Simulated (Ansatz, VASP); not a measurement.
## BaTe: VASP beside Ansatz

```xyz
4
Lattice="4.7366 0.0000 0.0000 -2.3683 4.1020 0.0000 0.0000 0.0000 8.3708" Properties=species:S:1:pos:R:3 pbc="T T T"
Ba    0.0000    0.0000    0.0000
Ba    0.0000    0.0000    4.1854
Te    0.0000    2.7347    2.0927
Te    2.3683    1.3673    6.2781
```

Alike in both runs: functional PBEsol; k mesh 8 × 8 × 4; occupations gaussian, width 0.05 eV; no spin polarisation.

Ansatz relaxed the structure, and its values are those at the end. VASP's run is a single point on that final structure, the one shown.

|  | VASP | Ansatz |
| --- | --- | --- |
| version | VASP 6.6.1 | Ansatz 0.2.0 |
| potentials or method | VASP PAW PBE potentials, release 64 (Ba_sv, Te) | scalar-relativistic, plane waves, PAW |
| plane-wave cutoff (eV) | 520 | 420 |
| valence electrons in the cell | 32 | 52 |

```csv
,VASP,Ansatz,Ansatz less VASP
gap on the k mesh at the Fermi level (eV),1.41,1.51,+0.103
least direct gap on the mesh (eV),1.45,1.56,+0.105
pressure (GPa),1.9,1.4,-0.47
```

The two sets of potentials don't hold the same shells in valence.

Caveats: the PAW data sets were made with another functional, which shifts forces and pressure a little (VASP); spin-orbit coupling is left out, which moves the levels of the heavy elements. A k mesh can miss the band edges. A hybrid or GW would open this gap; PBEsol tends to underestimate it.
